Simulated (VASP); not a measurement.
# Ni (P6_3/mmc) in VASP: a series of runs, part 2 of 3

VASP 6.6.1.

## Step 3: Relaxation of cell and atoms, PBEsol, collinear spin, ferromagnetic start

INCAR reads:

```
SYSTEM = Ni
PREC = Accurate
ENCUT = 600
EDIFF = 1E-6
ISMEAR = -1
SIGMA = 0.05
LREAL = .FALSE.
LASPH = .TRUE.
NELM = 120
ALGO = Fast
ISIF = 3
LWAVE = .FALSE.
LCHARG = .FALSE.
ISPIN = 2
MAGMOM = 1 1
LORBIT = 11
LMAXMIX = 4
GGA = PS
IBRION = 2
NSW = 60
EDIFFG = -0.01
```

KPOINTS reads:

```
Automatic mesh
0
G
  10 10 6
  0 0 0
```

POSCAR reads:

```
Ni
1.0
    2.4480228978      0.0000000000      0.0000000000
   -1.2240114489      2.1200500186      0.0000000000
    0.0000000000      0.0000000000      4.0728075700
Ni
2
Direct
    0.6666666667      0.3333333333      0.7500000000
    0.3333333333      0.6666666667      0.2500000000
```

Potentials or basis: VASP PAW PBE potentials, release 64 (Ni).

The run is started by

```bash
$ cat potpaw_PBE.64/Ni/POTCAR > POTCAR
$ mpirun -np 1 vasp_std > vasp.out
```

Wall time 87 s (1 thread of Intel Xeon Platinum 8488C (Sapphire Rapids), shared host); peak memory 0.17 GiB.

It converged, with:

| Property | Result |
| --- | --- |
| Free energy | -12.2408 eV |
| Relaxed volume | 10.42 Å³/atom |
| Relaxed cell | a = 2.450 Å, b = 2.450 Å, c = 4.011 Å, α = 90.00°, β = 90.00°, γ = 120.00° |
| Space group after relaxing (to 0.05 Å) | P6_3/mmc (No. 194) |
| Energy gained by relaxing | 2.7 meV/atom |
| Ionic steps | 5 |
| Pressure after relaxing | 0.0 GPa |
| Band gap on the k mesh | none (metal or under the smearing width) |
| Net moment | 1.33 μB per cell |
| Site moments | Ni +0.67 μB |
| Valence electrons inside the program's atomic spheres | Ni 9.39 |

The path:
```tsv
step	energy change (eV)	largest force (eV/Å)	pressure (GPa)	volume (Å³)
1	0.0000	0.0000	-2.99	21.14
2	-0.0023	0.0000	3.22	20.54
3	-0.0046	0.0000	0.60	20.78
4	-0.0055	0.0000	0.12	20.83
5	-0.0055	0.0000	0.04	20.84
```

Final structure:
```
Ni
1.0
     2.44960    0.00000    0.00000
    -1.22480    2.12142    0.00000
     0.00000    0.00000    4.01061
Ni
2
Direct
  0.66667 0.33333 0.75000
  0.33333 0.66667 0.25000
```

Levels at points of the mesh, in eV from the Fermi level:
Spin up:
| k point | band 9 | band 10 | band 11 | band 12 | band 13 | band 14 |
| --- | --- | --- | --- | --- | --- | --- |
| (0.00, 0.00, 0.00) | -1.77 | -0.75 | -0.75 | -0.49 | 5.88 | 22.92 |
| (0.50, 0.00, 0.00) | -0.56 | -0.51 | 1.16 | 3.12 | 9.53 | 10.13 |
| (0.00, 0.00, 0.50) | -1.06 | -1.06 | -1.06 | -1.06 | 14.72 | 14.72 |
| (0.50, 0.00, 0.50) | -0.57 | -0.57 | 1.40 | 1.40 | 7.04 | 7.04 |
Spin down:
| k point | band 5 | band 6 | band 7 | band 8 | band 9 | band 10 | band 11 | band 12 | band 13 | band 14 |
| --- | --- | --- | --- | --- | --- | --- | --- | --- | --- | --- |
| (0.00, 0.00, 0.00) | -1.78 | -1.47 | -1.47 | -1.07 | -1.07 | -0.51 | -0.01 | -0.01 | 6.31 | 22.83 |
| (0.50, 0.00, 0.00) | -1.90 | -1.85 | -1.47 | 0.16 | 0.20 | 0.30 | 1.68 | 3.54 | 9.68 | 10.28 |
| (0.00, 0.00, 0.50) | -1.83 | -1.83 | -1.83 | -1.83 | -0.32 | -0.32 | -0.32 | -0.32 | 14.90 | 14.90 |
| (0.50, 0.00, 0.50) | -0.97 | -0.97 | -0.45 | -0.45 | 0.24 | 0.24 | 1.60 | 1.60 | 7.40 | 7.40 |

Caveat: the PAW data sets were made with another functional, which shifts forces and pressure a little.

## Step 4: Single point, PBE, collinear spin, ferromagnetic start

INCAR reads:

```
  ADDGRID = F
  ALGO = Normal
  EDIFF = 1E-8
  ENCUT = 900
  GGA = PE
  ISIF = 2
  ISMEAR = 0
  ISPIN = 2
  LASPH = T
  LCHARG = F
  LMAXMIX = 4
  LORBIT = 11
  LREAL = F
  LWAVE = F
  MAGMOM = 1 1
  NBANDS = 21
  NELM = 100
  PREC = Accurate
  SIGMA = 0.1
```

KPOINTS reads:

```
k-points
0
Gamma
  22 22 12
```

POSCAR is that of step 3.

Potentials or basis: VASP PAW PBE potentials, release 64 (Ni).

The run is started by

```bash
$ cat potpaw_PBE.64/Ni/POTCAR > POTCAR
$ mpirun -np 1 vasp_std > vasp.out
```

OUTCAR:

```text
EDIFF = 1E-8
   ENCUT = 900
   GGA = PE
   ISIF = 2
   ISMEAR = 0
   ISPIN = 2
   LASPH = T
   LORBIT = 11
   LREAL = F
   NELM = 100
   PREC = Accurate

 ion  position               nearest neighbor table
   1  0.667  0.333  0.750-   2 2.48   2 2.48   2 2.48   2 2.48   2 2.48   2 2.48
   2  0.333  0.667  0.250-   1 2.48   1 2.48   1 2.48   1 2.48   1 2.48   1 2.48

  LATTYP: Found a hexagonal cell.
 ALAT       =     2.4480228978
 C/A-ratio  =     1.6637130207

  Lattice vectors:

 A1 = (   2.4480228978,   0.0000000000,   0.0000000000)
 A2 = (  -1.2240114489,   2.1200500186,   0.0000000000)
 A3 = (   0.0000000000,   0.0000000000,   4.0728075700)

Analysis of symmetry for initial positions (statically):
=====================================================================
 Subroutine PRICEL returns:
 Original cell was already a primitive cell.

 Routine SETGRP: Setting up the symmetry group for a
 hexagonal supercell.

 Subroutine GETGRP returns: Found 24 space group operations
 (whereof 12 operations were pure point group operations)
 out of a pool of 24 trial point group operations.

The static configuration has the point symmetry D_3d.
 The point group associated with its full space group is D_6h.

Analysis of symmetry for dynamics (positions and initial velocities):
=====================================================================
 Subroutine PRICEL returns:
 Original cell was already a primitive cell.

 Routine SETGRP: Setting up the symmetry group for a
 hexagonal supercell.

 Subroutine GETGRP returns: Found 24 space group operations
 (whereof 12 operations were pure point group operations)
 out of a pool of 24 trial point group operations.

The dynamic configuration has the point symmetry D_3d.
 The point group associated with its full space group is D_6h.

Analysis of structural, dynamic, and magnetic symmetry:
=====================================================================
 Subroutine PRICEL returns:
 Original cell was already a primitive cell.

 Routine SETGRP: Setting up the symmetry group for a
 hexagonal supercell.

 Subroutine GETGRP returns: Found 24 space group operations
 (whereof 12 operations were pure point group operations)
 out of a pool of 24 trial point group operations.

The overall configuration has the point symmetry D_3d.
 The point group associated with its full space group is D_6h.

 Subroutine INISYM returns: Found 24 space group operations
 (whereof 12 operations are pure point group operations),
 and found     1 'primitive' translations

----------------------------------------------------------------------------------------

                                     Primitive cell

  volume of cell :      21.1376

  direct lattice vectors                    reciprocal lattice vectors
     2.448022898  0.000000000  0.000000000     0.408492911  0.235843492  0.000000000
    -1.224011449  2.120050019  0.000000000     0.000000000  0.471686984  0.000000000
     0.000000000  0.000000000  4.072807570     0.000000000  0.000000000  0.245530873
[... 73 lines left out ...]
   NGXF,Y,Z  is equivalent  to a cutoff of  32.60, 32.60, 32.65 a.u.
 SYSTEM =  unknown system
   PREC   = accura    normal or accurate (medium, high low for compatibility)
   ISTART =      0    job   : 0-new  1-cont  2-samecut
   ICHARG =      2    charge: 1-file 2-atom 10-const
   ISPIN  =      2    spin polarized calculation?
   LNONCOLLINEAR =      F non collinear calculations
   LSORBIT =      F    spin-orbit coupling
   LASPH  =      T    aspherical Exc in radial PAW
   ENCUT  =  900.0 eV  66.15 Ry    8.13 a.u.   5.99  5.99  9.96*2*pi/ulx,y,z
   NELM   =    100;   NELMIN=  2; NELMDL= -5     # of ELM steps
   EDIFF  = 0.1E-07   stopping-criterion for ELM
   LREAL  =      F    real-space projection
   EDIFFG = 0.1E-06   stopping-criterion for IOM
   NSW    =      0    number of steps for IOM
   IBRION =     -1    ionic relax: 0-MD 1-quasi-New 2-CG
   NFREE  =      0    steps in history (QN), initial steepest desc. (CG)
   ISIF   =      2    stress and relaxation
   ISYM   =      2    0-nonsym 1-usesym 2-fastsym
   POTIM  = 0.5000    time-step for ionic-motion
   TEBEG  =    0.0;   TEEND  =   0.0 temperature during run
   PSTRESS=    0.0 pullay stress
   NELECT =      20.0000    total number of electrons
   NUPDOWN=      -1.0000    fix difference up-down
   EMIN   =  10.00;   EMAX   =-10.00  energy-range for DOS
   EFERMI =   0.00;   METHOD = LEGACY
   ISMEAR =     0;   SIGMA  =   0.10  broadening in eV -4-tet -1-fermi 0-gaus
   EFERMI_NEDOS =   21; number of points for ismear=-14 and -15
   IALGO  =     38    algorithm
   IMIX   =      4    mixing-type and parameters
     AMIX     =   0.40;   BMIX     =  1.00
     AMIX_MAG =   1.60;   BMIX_MAG =  1.00
  volume/ion in A,a.u.               =      10.57        71.32
  Fermi-wavevector in a.u.,A,eV,Ry     =   1.607187  3.037143 35.144518  2.583049
  Thomas-Fermi vector in A             =   2.703255
   LORBIT       =     11    0 simple, 1 ext, 2 COOP (PROOUT), +10 PAW based schemes
   GGA     = PE    functional components
   LHFCALC =     F    Hartree Fock is set to
   AEXX    =    0.0000 exact exchange contribution
   IVDW    =     0    specifies the selected vdW correction
   LEPSILON=     F    determine dielectric tensor
   LRPA    =     F    only Hartree local field effects (RPA)
 spin polarized calculation
 Gauss-broadening in eV      SIGMA  =   0.10
  energy-cutoff  :      900.00
  volume of cell :       21.14
 maximum number of plane-waves:      1315
 NGX is ok and might be reduce to    24
   NGX = 11   NGY = 11   NGZ = 19

 number of electron      20.0000012 magnetization       1.2455759

 Free energy of the ion-electron system (eV)
  ---------------------------------------------------
  ext. energy  EPLUGINS =         0.00000000
  ---------------------------------------------------
  free energy    TOTEN  =       -10.88190168 eV

  energy without entropy =      -10.86032349  energy(sigma->0) =      -10.87111259

 E-fermi :   9.8104     XC(G=0): -13.4256

 val. band max:        9.8093960674   @ k =   0.3636   0.2727   0.0833
 cond. band min:       9.8105171683   @ k =   0.2727   0.1364   0.0833
 fundamental gap:      0.0011211009
 Fermi energy:         9.8103611564

 spin component 1

 k-point     1 :       0.0000    0.0000    0.0000
  band No.  band energies     occupation
      1       0.5774      1.00000
      2       4.7884      1.00000
      3       7.2358      1.00000
      4       7.3940      1.00000
      5       7.3940      1.00000
      6       7.6576      1.00000
[... 565 lines left out ...]
     20      37.3377      0.00000
     21      37.7058      0.00000

 [... further k-points ...]

 spin component 2

 k-point     1 :       0.0000    0.0000    0.0000
  band No.  band energies     occupation
      1       0.5489      1.00000
      2       5.1844      1.00000
      3       7.9409      1.00000
      4       8.0680      1.00000
      5       8.0680      1.00000
      6       8.3500      1.00000
[... 565 lines left out ...]
     20      37.4840      0.00000
     21      37.7121      0.00000

 [... further k-points ...]

------------------------ aborting loop because EDIFF is reached ----------------------------------------

  FORCE on cell =-STRESS in cart. coord.  units (eV):
  Direction    XX          YY          ZZ          XY          YZ          ZX
  --------------------------------------------------------------------------------------
  -------------------------------------------------------------------------------------
  Total        1.0461279      1.0461279      0.6401486      0.0000000      0.0000000      0.0000000
  in kB       79.2939200     79.2939200     48.5216860      0.0000000      0.0000000      0.0000000
  external PRESSURE =      69.0365087 kB  Pullay stress =       0.0000000 kB

 VOLUME and BASIS-vectors are now :
 -----------------------------------------------------------------------------
  energy-cutoff  :      900.00
  volume of cell :       21.14
      direct lattice vectors                 reciprocal lattice vectors
     2.448022898  0.000000000  0.000000000     0.408492911  0.235843492  0.000000000
    -1.224011449  2.120050019  0.000000000     0.000000000  0.471686984  0.000000000
     0.000000000  0.000000000  4.072807570     0.000000000  0.000000000  0.245530873

 POSITION                                       TOTAL-FORCE (eV/Angst)
 -----------------------------------------------------------------------------------
      1.22401      0.70668      3.05461        -0.000000      0.000000      0.000000
     -0.00000      1.41337      1.01820         0.000000      0.000000      0.000000
 -----------------------------------------------------------------------------------
    total drift:                               -0.000000      0.000000     -0.000000

  FREE ENERGIE OF THE ION-ELECTRON SYSTEM (eV)
  ---------------------------------------------------
  free  energy   TOTEN  =       -10.8819016841 eV

  energy  without entropy=      -10.8603234903  energy(sigma->0) =      -10.87111259

 total charge

# of ion       s       p       d       tot
------------------------------------------
    1        0.509   0.523   8.332   9.364
    2        0.509   0.523   8.332   9.364
--------------------------------------------------
tot          1.018   1.046  16.665  18.729

 magnetization (x)

# of ion       s       p       d       tot
------------------------------------------
    1       -0.005  -0.025   0.662   0.632
    2       -0.005  -0.025   0.662   0.632
--------------------------------------------------
tot         -0.010  -0.050   1.323   1.264
```

OSZICAR:

```text
N       E                     dE             d eps       ncg     rms          rms(c)
DAV:   1     0.122661591460E+03    0.12266E+03   -0.13046E+04 32813   0.206E+03
DAV:   2    -0.474712117618E+01   -0.12741E+03   -0.11751E+03 30816   0.299E+02
DAV:   3    -0.128223509813E+02   -0.80752E+01   -0.76822E+01 34466   0.809E+01
DAV:   4    -0.129271917694E+02   -0.10484E+00   -0.10472E+00 34659   0.854E+00
DAV:   5    -0.129297081575E+02   -0.25164E-02   -0.25163E-02 35164   0.134E+00    0.145E+01
DAV:   6    -0.115049089160E+02    0.14248E+01   -0.68596E+00 36309   0.576E+01    0.835E+00
DAV:   7    -0.109180284599E+02    0.58688E+00   -0.14340E+00 35591   0.231E+01    0.280E+00
DAV:   8    -0.108878992702E+02    0.30129E-01   -0.11447E-02 43580   0.139E+00    0.136E+00
DAV:   9    -0.108831603055E+02    0.47390E-02   -0.62807E-04 46986   0.302E-01    0.408E-01
DAV:  10    -0.108818992747E+02    0.12610E-02   -0.13683E-04 50628   0.237E-01    0.459E-02
DAV:  11    -0.108819138107E+02   -0.14536E-04   -0.30467E-05 39676   0.668E-02    0.337E-02
DAV:  12    -0.108819020644E+02    0.11746E-04   -0.28422E-06 49116   0.253E-02    0.182E-02
DAV:  13    -0.108819023531E+02   -0.28869E-06   -0.11006E-06 38072   0.119E-02    0.659E-03
DAV:  14    -0.108819018025E+02    0.55059E-06   -0.12537E-07 40163   0.456E-03    0.868E-04
DAV:  15    -0.108819016882E+02    0.11433E-06   -0.11924E-08 24915   0.154E-03    0.728E-04
DAV:  16    -0.108819016841E+02    0.40673E-08   -0.24457E-09 17498   0.527E-04
   1 F= -.10881902E+02 E0= -.10871113E+02  d E =-.215782E-01  mag=     1.2456
```

stdout:

```text
POSCAR found type information on POSCAR Ni
 POSCAR found :  1 types and       2 ions
 scaLAPACK will be used
 LDA part: xc-table for (Slater+PW92), standard interpolation
 POSCAR, INCAR and KPOINTS ok, starting setup
 FFT: planning ... GRIDC
 FFT: planning ... GRID_SOFT
 FFT: planning ... GRID
 WAVECAR not read
 entering main loop
```

It took 4.4 min on 1 thread of AMD EPYC 9R45 (Zen 5), shared host; peak memory 0.53 GiB.

Results:

```
Free energy                                           : -10.8819 eV
Pressure                                              : 6.9 GPa
Band gap on the k mesh                                : none (metal or under the smearing width)
Net moment                                            : 1.25 μB per cell
Site moments                                          : Ni +0.63 μB
Valence electrons inside the program's atomic spheres : Ni 9.36
```

Stress tensor (GPa, compression positive):
```
7.93 0.00 0.00
0.00 7.93 0.00
0.00 0.00 4.85
```

## Step 5: Single point, PBE, collinear spin, ferromagnetic start

INCAR: that of step 4 with these lines changed.

```diff
@@ -2,4 +2,4 @@
   ALGO = Normal
-  EDIFF = 1E-8
-  ENCUT = 900
+  EDIFF = 1E-6
+  ENCUT = 250
   GGA = PE
```

KPOINTS reads:

```
k-points
0
Gamma
  9 9 5
```

POSCAR is that of step 4.

The run is started by

```bash
$ cat potpaw_PBE.64/Ni/POTCAR > POTCAR
$ mpirun -np 1 vasp_std > vasp.out
```

It took 7.6 s on 1 thread of AMD EPYC 9R45 (Zen 5), shared host; peak memory 0.09 GiB.

The run converged, but a check on its numbers failed (symmetry, net force, bounds or a known fault of this set-up), so they aren't taken as properties of the crystal.

Caveat: the cutoff lies under the usual one of these potentials, so the numbers hold a large basis-set error.

[end of part 2 of 3]
